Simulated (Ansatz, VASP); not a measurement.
## One calculation of CdTe (e600), two programs

The input INCAR:

```
SYSTEM = CdTe
PREC = Accurate
ENCUT = 600
EDIFF = 1E-6
ISMEAR = 0
SIGMA = 0.02
LREAL = .FALSE.
LASPH = .TRUE.
NELM = 100
ALGO = Normal
ISIF = 3
LWAVE = .FALSE.
LCHARG = .FALSE.
GGA = PE
IBRION = 2
NSW = 100
EDIFFG = -0.002
```

Contents of KPOINTS:

```
regular mesh
0
G
  8 8 8
  0 0 0
```

Contents of POSCAR:

```
CdTe
1.0
    0.0000000000      3.2050000000      3.2050000000
    3.2050000000      0.0000000000      3.2050000000
    3.2050000000      3.2050000000      0.0000000000
Cd Te
1 1
Direct
    0.0000000000      0.0000000000      0.0000000000
    0.2500000000      0.2500000000      0.2500000000
```

Input for Ansatz:

```yaml
crystal:
  lattice:
    - [0.0, 3.205, 3.205]
    - [3.205, 0.0, 3.205]
    - [3.205, 3.205, 0.0]
  atoms:
    - { symbol: Cd, position: [0.0, 0.0, 0.0] }
    - { symbol: Te, position: [0.25, 0.25, 0.25] }
basis:
  ecutwfc: 600.0
kpoints:
  mp_grid: { grid: [8, 8, 8] }
hamiltonian:
  xc: pbe
scf:
  occupations: { method: gaussian, width: 0.02 }
output:
  forces: true
  stress: true
  eigenvalues: true
relax:
  adjacent_minimum: "off"
  f_tol: 0.002
  max_steps: 80
  cell: { stress_tol: 0.02 }
```

Alike in both runs: task relaxation of cell and atoms; functional PBE; k mesh 8 × 8 × 8; occupations gaussian, width 0.02 eV; no spin polarisation.

|  | VASP | Ansatz |
| --- | --- | --- |
| version | VASP 6.6.1 | Ansatz 0.2.0 |
| potentials or method | VASP PAW PBE potentials, release 64 (Cd, Te) | scalar-relativistic, plane waves, PAW |
| plane-wave cutoff (eV) | 600 | 600 |
| valence electrons in the cell | 18 | 36 |

```tsv
	VASP	Ansatz	Ansatz less VASP
gap on the k mesh at the Fermi level, each at its own relaxed structure (eV)	0.58	0.59	+0.011
relaxed volume (Å³/atom)	36.33	36.23	-0.095
relaxed cell length with the largest relative difference (Å)	4.684	4.680	-0.0041
energy change over the relaxation (meV/atom)	-42	-40	+2.1
```

The two sets of potentials don't hold the same shells in valence.

Caveats: spin-orbit coupling is left out, which moves the levels of the heavy elements; the volume moved by +10 % from the deposited cell, more than functionals usually miss. Zero-point motion and thermal expansion aren't in these numbers. PBE gaps usually lie below the measured ones, often by a third to a half.
